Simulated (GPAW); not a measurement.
Runs of GPAW 26.7.0 on Fe3Ge. It takes space group Fm-3m (No. 225, cubic). The conventional cell has a = 5.751 Å, b = 5.751 Å, c = 5.751 Å, α = 90.00°, β = 90.00°, γ = 90.00°. Ge (site symmetry m-3m) has 8 Fe at 2.49 Å as nearest neighbours. Fe (site symmetry -43m) has 4 Ge at 2.49 Å and 4 Fe at 2.49 Å as nearest neighbours. Fe (site symmetry m-3m) has 8 Fe at 2.49 Å as nearest neighbours. The cell comes from a database or a generator and needn't be the stable form of this composition.

| level | gap on the mesh (eV) | pressure (GPa) | moment (μB) | relaxed volume (Å³/atom) |
| --- | --- | --- | --- | --- |
| PBEsol+D3 | none | -0.1 | 5.06 | 11.06 |
| PBEsol+D4 | none | -0.1 | 5.09 | 11.14 |
| PBEsol+D3(BJ) | none | -0.1 | (b) | 11.03 |
| PBEsol | none | -0.1 | 5.13 | 11.30 |
| PBEsol+D3(BJ)+ATM | none | -0.1 | (a) | 11.09 |

Alike in all rows: task relaxation of cell and atoms; potentials or basis PAW data sets generated in the run's folder for this functional, pw; spin collinear, ferromagnetic start; cell relaxed; k mesh 7 × 7 × 7; cutoff (eV) 600; smearing fermi-dirac 0.05 eV.

**Question.** Estimate the missing entries.

**Answer.** (a) 5.07; (b) 5.05.

Caveats: each step starts from the last one's moments, so a moment once lost doesn't come back; later steps reuse the first step's grids; pairwise dispersion overbinds metals, which lowers pressure and volume (some runs).

A k mesh can miss the band edges, and the runs leave out spin-orbit coupling on Ge.

A gap of «none» marks a metal or a gap under the smearing width.
